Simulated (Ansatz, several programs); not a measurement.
BN in the NiAs-type structure, relaxed with r2SCAN in Ansatz (plane waves, PAW): space group P6_3/mmc (No. 194), hexagonal; conventional cell a = 2.491 Å, c = 4.001 Å, 5.38 Å³ an atom. B is surrounded by 6 N at 1.75 Å; N is surrounded by 6 B at 1.75 Å. The cell was then scaled with its shape and fractional coordinates held, which makes it stiffer than a relaxed compression. These are computed values for a spin-unpolarised cell that may be hypothetical; none is a measurement.

```csv
V (Å³/atom),E (meV/atom)
5.054,26.05
5.377,0.00
5.538,5.63
5.699,21.46
```

(1) Pass a cubic E = c₀ + c₁u + c₂u² + c₃u³, with u = V − 5.417 Å³, through these points.

(2) Where is the minimum, and what bulk modulus follows?

(3) Predict the energy and the pressure at the withheld volume, 5.215 Å³.

Answers

(1) c₀ = 0.36, c₁ = +17.856, c₂ = 220.462, c₃ = -65.3190 (meV and Å³).

(2) dE/du = 0 at u = -0.040, so V₀ = 5.38 Å³. B = V₀ d²E/dV² = 5.38 × (2c₂ + 6c₃u) = 5.38 × 456.521 = 2455 meV/Å³, and 1 meV/Å³ is 0.16022 GPa: 393 GPa. A third-order Birch-Murnaghan fit to all five points gives 5.38 Å³ and 390 GPa.

(3) With u = -0.202: E ≈ 6.29 meV and P = −dE/dV ≈ +12.69 GPa. The run gives 6.19 meV and, from its stress, +12.61 GPa.
